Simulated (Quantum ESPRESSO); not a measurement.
TiAl under changes of volume

One of the cells (16.065 Å³/atom); the others are scaled copies at fixed shape and fractional positions:

```
CELL_PARAMETERS angstrom
3.17906 0.00000 0.00000
0.00000 3.17906 0.00000
0.00000 0.00000 3.17906
ATOMIC_POSITIONS crystal
Ti 0.00000 0.00000 0.00000
Al 0.50000 0.50000 0.50000
```

The cell comes from a database or a generator and needn't be the stable form of this composition.

- Program: Quantum ESPRESSO 7.5
- Functional: r2SCAN
- Potentials or basis: SG15 PBE 1.2
- Cutoff: 1020 eV
- Density cutoff: 4082 eV
- k mesh: 6 × 6 × 6
- Occupations: fermi-dirac, width 0.05 eV
- Spin: no spin polarisation

| volume (Å³/atom) | energy over the lowest point (meV/atom) | pressure (GPa) |
| --- | --- | --- |
| 15.101 | 21.72 | 8.0 |
| 15.422 | 8.81 | 4.9 |
| 15.743 | 1.75 | 2.2 |
| 16.065 | 0.00 | -0.3 |
| 16.386 | 3.02 | -2.6 |
| 16.707 | ? | ? |
| 17.028 | 21.57 | -6.5 |

**Question.** What does the run at 16.707 Å³/atom give?

**Answer.** Energy over the lowest point 10.35 meV/atom; pressure -4.6 GPa.

Worked out: A Birch-Murnaghan fit of order 3 (a polynomial in V^(-2/3)) to the other rows has its minimum at 16.02 Å³/atom with B0 = V·E''(V) = 121 GPa and B' = 4.1. It gives 10.35 meV/atom at 16.707 Å³/atom, against the run's 10.35, and -dE/dV = -4.7 GPa, against -4.6.

Energies are extrapolated to zero smearing.

Caveats: the potentials were made for another functional, which shifts forces and pressure.
